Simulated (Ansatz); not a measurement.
**InSe under changes of volume**

One of the cells (28.559 Å³/atom); the others are scaled copies at fixed shape and fractional positions:

```xyz
4
Lattice="5.8264 -2.0546 0.0000 5.8264 2.0546 0.0000 -1.7232 0.0000 4.7713" Properties=species:S:1:pos:R:3 pbc="T T T"
In   10.2693    0.0000    0.2235
In   -0.3398    0.0000    4.5479
Se    6.5489    0.0000    3.1918
Se    3.3807    0.0000    1.5795
```

The cell comes from a database or a generator and needn't be the stable form of this composition.

* Program: Ansatz 0.2.0
* Functional: LDA
* Potentials or basis: Ansatz PAW
* Cutoff: 420 eV (not typed: the program's choice for these potentials)
* k mesh: 7 × 7 × 6
* Occupations: fermi-dirac, width 0.05 eV
* Spin: no spin polarisation

| volume (Å³/atom) | energy over the lowest point (meV/atom) | pressure (GPa) | gap on the mesh (eV) | largest force (eV/Å) |
| --- | --- | --- | --- | --- |
| 26.846 | 0.00 | 0.4 | 1.10 | 0.409 |
| 27.417 | 0.63 | -0.8 | 1.07 | 0.229 |
| 27.988 | 5.33 | -1.8 | 1.03 | 0.063 |
| 28.559 | 13.62 | -2.8 | 1.00 | 0.090 |
| 29.131 | 25.09 | -3.6 | 0.96 | 0.230 |
| 29.702 | 39.37 | -4.4 | 0.93 | 0.358 |
| 30.273 | ? | ? | ? | ? |

Q: What does the run at 30.273 Å³/atom give?

A: Energy over the lowest point 56.13 meV/atom; pressure -5.0 GPa; gap on the mesh 0.90 eV; largest force 0.477 eV/Å.

Worked out: A Birch-Murnaghan fit of order 3 (a polynomial in V^(-2/3)) to the other rows has its minimum at 27.05 Å³/atom with B0 = V·E''(V) = 58 GPa and B' = 4.8 at fixed shape and positions, which overstates the stiffness. It gives 56.12 meV/atom at 30.273 Å³/atom, against the run's 56.13, and -dE/dV = -5.0 GPa, against -5.0. A straight line through the other rows of the gap, of slope -1.71 eV per unit of ln V, extrapolates to 0.90 eV, against the run's 0.90.

Energies are extrapolated to zero smearing.

Caveats: odd divisions of the mesh miss points on the zone boundary, where band edges often lie, so the gap on the mesh can be too wide; spin-orbit coupling is left out, which moves the levels of the heavy elements; the PAW data sets come from PBE, with cores solved anew for the run's functional, which leaves a small shift of forces and pressure.

A mesh can miss the band edges.
